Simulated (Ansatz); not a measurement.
A relaxed cell of C is given with its symmetry left out. The cell was found from a structure generator's guess, not taken from experiment.

Level of theory: DFT PBE, scalar-relativistic, plane waves, PAW (Ansatz). Cutoff 420 eV, Γ-centred mesh, Gaussian smearing, no spin polarisation.

```
C
1.0
     2.46654    0.00000    0.00000
    -1.23327    2.13609    0.00000
     0.00000    0.00000   16.95064
C
8
Direct
  0.33333 0.66667 0.50000
  0.66667 0.33333 0.00000
  0.33333 0.66667 0.00000
  0.66667 0.33333 0.50000
  0.00000 0.00000 0.25000
  0.00000 0.00000 0.75000
  0.33333 0.66667 0.25000
  0.66667 0.33333 0.75000
```

Energies count from the standard state of C at the same level.

Task: Find its symmetry and describe it.

Result: P6_3/mmc (No. 194). Conventional cell: a = 2.467 Å, c = 16.951 Å. C on a site of symmetry 3m is surrounded by 3 C at 1.42 Å; C on a site of symmetry -6m2 is surrounded by 3 C at 1.42 Å; C on a second site of symmetry -6m2 is surrounded by 3 C at 1.42 Å.

Task: How far does it lie from the standard state of C?

Result: 0.00 eV/atom. It is level with the standard state within the noise.

Task: Is it a metal?

Result: There is no gap on the 18×18×4 mesh, but valence and conduction bands meet within 0.015 eV, so at this level it has a zero gap rather than a metal's Fermi surface.

Task: From what recipe could a structure generator have reached it?

Result: One such recipe: one element on all sites of the Mg3Ir type (P6_3/mmc, No. 194). Other recipes can lead to the same cell.

The last run used an 18×18×4 mesh (in the run's order of axes) for its 8-atom cell and Gaussian smearing of 0.10 eV. No dispersion correction is applied, so the spacing and binding between layers, chains or molecules are poorly described. The zero gap may come from the functional, which often closes small gaps, or the cell may be a true semimetal. The reference form of C is held partly by dispersion forces, which this level lacks. A structure relaxed within its symmetry needn't be a true minimum.
